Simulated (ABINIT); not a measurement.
Runs of ABINIT 10.8.3 (patched build) on I. It takes space group Cmce (No. 64, orthorhombic). Conventional cell: a = 7.270 Å, b = 4.790 Å, c = 9.793 Å, α = 90.00°, β = 90.00°, γ = 90.00°. Around I (site symmetry m) lie 1 I at 2.68 Å. 

```csv
task,level,potentials or basis,cell,k mesh,cutoff (eV),smearing,bands in the sums,one-shot functional,fine-grid cutoff,broadening (eV),scissor shift (eV),gap on the mesh (eV),pressure (GPa),largest force (eV/Å)
one-shot levels of the hybrid HSE03,PBE,PseudoDojo NC SR PBE v0.4.1 standard,as given,4 × 4 × 2,707,fixed,22,HSE03,-,-,-,1.27,-,-
single point,PBE,PseudoDojo NC SR PBE v0.4.1 standard,as given,5 × 5 × 2,707,fermi-dirac 0.05 eV,-,-,-,-,-,(b),1.5,(a)
single point,PBE,JTH PAW PBE v2.0,as given,5 × 5 × 2,299,fermi-dirac 0.05 eV,-,-,598.65 eV,-,-,1.32,1.9,1.00
optical spectrum,PBEsol,PseudoDojo NC SR PBEsol v0.4.1 standard,as given,8 × 8 × 4,952,fixed,22,-,-,0.15,0,-,0.2,0.83
single point,LDA,PseudoDojo NC SR LDA v0.4.1 standard,as given,5 × 5 × 2,707,fermi-dirac 0.05 eV,-,-,-,-,-,1.22,-1.2,0.80
relaxation of cell and atoms,PBEsol,PseudoDojo NC SR PBEsol v0.4.1 standard,relaxed,5 × 5 × 2,952,fermi-dirac 0.05 eV,-,-,-,-,-,0.81,0.0,-
dielectric tensor,PBE,JTH PAW PBE v2.0,as given,6 × 6 × 2,299,fixed,-,-,598.65 eV,-,-,-,1.9,1.00
single point,PBEsol,PseudoDojo NC SR PBEsol v0.4.1 standard,as given,5 × 5 × 2,952,fermi-dirac 0.05 eV,-,-,-,-,-,1.26,0.2,0.82
single point,PBE,Ansatz NC PBE,as given,5 × 5 × 2,952,fermi-dirac 0.05 eV,-,-,-,-,-,1.32,1.7,0.83
```

Alike in all rows: no spin polarisation.

Q: Fill in the values left out.

A: (a) 0.92; (b) 1.30.

Caveats: spin-orbit coupling is left out, which moves the levels of the heavy elements (some runs); an odd mesh through Γ misses points on the zone boundary, where band edges often lie (some runs); forces of over 1 eV/Å show positions far from the minimum, so gaps and moduli don't describe the material at rest (some runs); Libxc's HSE differs a little from that of other programs (some runs); this build's HSE levels may be imprecise (some runs); spectra need much finer meshes, so this one isn't converged (some runs).

A k mesh can miss the band edges, and the runs leave out spin-orbit coupling on I.

Not every run made on this cell is shown here.
